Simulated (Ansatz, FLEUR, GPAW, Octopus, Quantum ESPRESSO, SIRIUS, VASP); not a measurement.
One calculation of CuI, 8 ways

```
CELL_PARAMETERS angstrom
0.00000 3.03150 3.03150
3.03150 0.00000 3.03150
3.03150 3.03150 0.00000
ATOMIC_POSITIONS crystal
I 0.00000 0.00000 0.00000
Cu 0.75000 0.75000 0.75000
```

Alike in all runs: task single point; functional PBEsol; k mesh 8 × 8 × 8; occupations fermi-dirac, width 0.05 eV; no spin polarisation; no spin-orbit coupling. Pressure is positive in compression and, in plane waves, holds the error of the finite cutoff, which Ansatz's Pulay term estimates and takes out.

```tsv
program and potentials	plane-wave cutoff (eV)	notes	band gap (eV)	pressure (GPa)
Ansatz, Ansatz PAW	420	potentials made for PBE, which Ansatz adapts in part; 18 valence electrons an atom on average; Pulay term of +0.05 GPa included	1.01	-2.60
Ansatz, all-electron LAPW, scalar-relativistic	-	-	1.01	-2.58
FLEUR, all-electron, FLAPW	-	-	1.00	-
Octopus, pseudodojo_pbesol (PseudoDojo 0.4, PBEsol)	-	13 valence electrons an atom on average	0.98	-
GPAW, PAW data sets generated for this functional	600	9 valence electrons an atom on average	1.03	-1.93
Quantum ESPRESSO, GBRV 1.5 PBEsol	762	13 valence electrons an atom on average	1.00	-2.69
SIRIUS, PseudoDojo 0.4.1 PBEsol standard (scalar relativistic)	1254	13 valence electrons an atom on average	0.98	-2.41
VASP, PBE PAW files Cu, I, 520 eV	520	potentials made for PBE; 9 valence electrons an atom on average	1.03	-2.51
```

The band gap spans 0.98 (SIRIUS, PseudoDojo 0.4.1 PBEsol standard (scalar relativistic)) to 1.03 eV (VASP, PBE PAW files Cu, I, 520 eV), with all-electron results at 1.00 to 1.01. The pressure spans -2.69 (Quantum ESPRESSO, GBRV 1.5 PBEsol) to -1.93 GPa (GPAW, PAW data sets generated for this functional), with all-electron results at -2.58. Spin-orbit coupling, left out here, moves the band edges of heavy atoms.

The functional is the same throughout but for its coding, so the spread measures potentials, basis and numerics; runs on potential files found faulty are left out.
